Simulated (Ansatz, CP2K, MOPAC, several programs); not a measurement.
Energy against volume for wurtzite BaS (no longer in that coordination), at fixed shape and fractional coordinates, computed by several methods (PBE and r2SCAN, where shown, with plane waves in Ansatz); the cell shown is that of r2SCAN. With free coordinates or axes held, a curve is too stiff, and on another method's shape its minimum isn't the method's own volume. The symmetry is P6_3/mmc (No. 194, hexagonal); conventional cell a = 5.382 Å, c = 6.383 Å, 40.03 Å³ an atom. Ba is surrounded by 5 S at 3.11–3.19 Å; S is surrounded by 5 Ba at 3.11–3.19 Å. Computed, not measured; no magnetism was allowed, and whether the structure is a known phase isn't checked. Energies count from each curve's lowest point; fits are third-order Birch-Murnaghan.

```xyz
4
Lattice="5.3819 0.0000 0.0000 -2.6909 4.6608 0.0000 0.0000 0.0000 6.3833" Properties=species:S:1:pos:R:3 pbc="T T T"
Ba    0.0000    3.1072   -0.3990
Ba    2.6909    1.5536    2.7927
S     0.0000    3.1072    2.7927
S     2.6909    1.5536    5.9844
```

PBE/DZVP (CP2K), on the shape of the cell shown:
```
V (Å³/atom)  E (meV/atom)
     35.226        104.13
     37.628         29.16
     40.030          0.00
     42.431          4.32
     44.833         33.15
```
V₀ = 40.84 Å³ an atom and B₀ = 34 GPa.

PBE, on the shape of its own relaxed cell:

| V (Å³/atom) | E (meV/atom) |
| --- | --- |
| 37.628 | 16.40 |
| 38.829 | 3.88 |
| 40.030 | 0.00 |
| 41.231 | 3.48 |
| 42.431 | 13.23 |

V₀ = 40.03 Å³ an atom and B₀ = 33 GPa.

PM7 (MOPAC), on the shape of the cell shown, as a cluster of 32 atoms at the zone centre:

| V (Å³/atom) | E (meV/atom) |
| --- | --- |
| 35.226 | 0.00 |
| 37.628 | 30.33 |
| 40.030 | 77.18 |
| 42.431 | 131.40 |
| 44.833 | 203.44 |

The lowest point is an end point, so the minimum isn't bracketed.

light PBE (260 eV, its own mesh), on the shape of the cell shown:
```csv
V (Å³/atom),E (meV/atom)
36.827,35.38
38.428,9.17
40.030,0.00
41.631,4.69
43.232,20.37
44.833,44.28
```
V₀ = 40.22 Å³ an atom and B₀ = 33 GPa.

PBE/SZV (CP2K), on the shape of the cell shown:
```tsv
V (Å³/atom)	E (meV/atom)
35.226	427.00
37.628	253.35
40.030	133.50
42.431	52.57
44.833	0.00
```
This method closes the gap of a crystal that DFT finds insulating, so its curve rests on a wrong state.
The lowest point is an end point, so the minimum isn't bracketed.

The runs are scalar-relativistic, without spin-orbit coupling.
